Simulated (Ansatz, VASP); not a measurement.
**Be: VASP beside Ansatz**

```
Be
1.0
    -1.24096    1.24096    1.26899
     1.24096   -1.24096    1.26899
     1.24096    1.24096   -1.26899
Be
1
Direct
  0.00000 0.00000 0.00000
```

Change from the starting cell: z stretched by +1.5 % at fixed volume, PAW files.

Alike in both runs: task electric field gradients; functional PBE; k mesh 20 × 20 × 20; occupations fermi-dirac, width 0.05 eV; no spin polarisation.

```csv
,VASP,Ansatz
version,VASP 6.6.1,Ansatz 0.2.0
potentials or method,"VASP PAW PBE potentials, release 64 (Be)","PAW with Ansatz's default frozen-core files, scalar-relativistic"
plane-wave cutoff (eV),520,420
valence electrons in the cell,2,2
```

|  | VASP | Ansatz | Ansatz less VASP |
| --- | --- | --- | --- |
| pressure (GPa) | 0.2 | 0.0 | -0.16 |
| largest component of the traceless stress (GPa) | 1.86 | 1.86 | 0.000 |
| Vzz of the field gradient on the site that differs most (V/Å²) | 0.4 | 0.3 | -0.03 |

The functional is the same, so the differences come from potentials, cutoffs and numerics.
